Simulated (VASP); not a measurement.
A run of VASP 6.6.1:

Contents of INCAR:

```
SYSTEM = BAs
ALGO = Normal
EDIFF = 1E-6
ENCUT = 520
GGA = PS
ISIF = 2
ISMEAR = 0
LASPH = .True.
LCHARG = .False.
LREAL = .False.
LWAVE = .False.
NBANDS = 11
NELM = 60
PREC = Accurate
SIGMA = 0.01
```

KPOINTS

```
k-points
0
Gamma
  10 10 10
  0 0 0
```

File POSCAR:

```
BAs
1.0
    0.0000000000      2.3839379017      2.3839379017
    2.3839379017      0.0000000000      2.3839379017
    2.3839379017      2.3839379017      0.0000000000
B As
1 1
Direct
    0.0000000000      0.0000000000      0.0000000000
    0.2500000000      0.2500000000      0.2500000000
```

Potentials or basis: VASP PAW PBE potentials, release 64 (B, As).

The run is started by

```bash
$ cat potpaw_PBE.64/B/POTCAR potpaw_PBE.64/As/POTCAR > POTCAR
$ mpirun -np 1 vasp_std > vasp.out
```

Hardware: 1 thread of Intel(R) Xeon(R) Platinum 8488C (Sapphire Rapids), on a shared host.

**Question.** How long does it take, and how much memory?

**Answer.** Wall time 22 s on 1 thread of Intel(R) Xeon(R) Platinum 8488C (Sapphire Rapids) (shared host), peak memory 0.16 GiB. Counts: scf iterations 12, k points 47.
